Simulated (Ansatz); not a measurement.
Base system: GeO2 in the rutile structure (space group P4_2/mnm, No. 136).

Space group P4₂/mnm (No. 136); a = 4.488 Å, b = 4.488 Å, c = 2.905 Å, α = 90.00°, β = 90.00°, γ = 90.00°

```tsv
atom	site	symmetry	x	y	z
Ge	2a	m.mm	0.0000	0.0000	0.0000
O	4f	m.2m	0.3071	0.3071	0.0000
```

Computed with PBE in Ansatz (plane waves to 420 eV, PAW, scalar-relativistic without spin-orbit coupling).

One change was made to it. Results:

```csv
quantity,base,after
c/a ratio,0.647,0.645
lattice parameter a,4.488 Å,4.509 Å
"valence-band top at Γ (three highest levels, from the VBM)","0.00, -0.79, -0.79 eV","0.00, -0.78, -0.78 eV"
hole mass,"1.9 mₑ along c, 1.2 mₑ across (at Γ)","2.0 mₑ along c, 1.2 mₑ across (at Γ)"
```

### Question
Name the change that was made.
(A) pressure 10 GPa
(B) pressure −2 GPa
(C) pressure −1 GPa

### Answer
B, pressure −2 GPa. For comparison, the lattice parameter a in the other runs: pressure 10 GPa gives 4.403 Å; pressure −1 GPa gives 4.498 Å.

The levels and masses belong to the bands next to the band gap. Load acts through the strain it causes; cell and atoms are relaxed under it. Masses are band curvatures over ±0.01 Å⁻¹ around the edge. Whether these cells are dynamically stable was not tested. No other phases were tried under pressure.

Ansatz is an electronic-structure program.
